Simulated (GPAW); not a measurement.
**CaF2 (Fluorite): band structure with PW91**

CaF2 (Fluorite):

```xyz
3
Lattice="3.8622 0.0000 0.0000 1.9311 3.3448 0.0000 1.9311 1.1149 3.1535" Properties=species:S:1:pos:R:3 pbc="T T T"
Ca    0.0000    0.0000    0.0000
F     5.7933    3.3448    2.3651
F     1.9311    1.1149    0.7884
```

```yaml
Program: GPAW 26.7.0
Task: band structure
Functional: PW91
Potentials_or_basis: PAW data sets generated in the run's folder for this functional
Cutoff: 800 eV
Basis: pw
k_mesh: 7 × 7 × 7
Occupations: fermi-dirac, width 0.05 eV
Spin: no spin polarisation
Maxiter: 150
Band_path: GXWKGLUWLK,UX
Band_points: 80
```

The pressure is 0.4 GPa and the band gap on the k mesh is 7.36 eV, indirect (least direct gap 7.58 eV). The band gap along the path is 7.33 eV, indirect (least direct gap 7.58 eV).

Levels at the corners of the path, in eV from the valence-band top:
```
point  band 9  band 10  band 11  band 12  band 13  band 14  band 15  band 16
    Γ   -2.09    -0.25    -0.25    -0.25     7.33     9.15     9.15    11.15
    X   -1.65    -0.35    -0.35     0.00     8.14     9.48    10.04    10.79
    W   -1.04    -1.04    -0.27    -0.09     8.46     9.71     9.89     9.89
    K   -1.50    -0.63    -0.44    -0.09     8.39     9.67     9.78    10.28
    Γ   -2.09    -0.25    -0.25    -0.25     7.33     9.15     9.15    11.15
    L   -1.29    -1.24    -0.84    -0.84     9.36     9.36     9.71    10.78
    U   -1.50    -0.63    -0.44    -0.09     8.39     9.67     9.78    10.28
    W   -1.04    -1.04    -0.27    -0.09     8.46     9.71     9.89     9.89
    L   -1.29    -1.24    -0.84    -0.84     9.36     9.36     9.71    10.78
    K   -1.50    -0.63    -0.44    -0.09     8.39     9.67     9.78    10.28
    U   -1.50    -0.63    -0.44    -0.09     8.39     9.67     9.78    10.28
    X   -1.65    -0.35    -0.35     0.00     8.14     9.48    10.04    10.79
```

Wall time 39 s on 1 thread of AMD EPYC 9R45 96-Core Processor (Zen 5) (shared host), peak memory 0.33 GiB.

Expect the measured gap to be larger: semilocal functionals such as PW91 lack the derivative discontinuity.
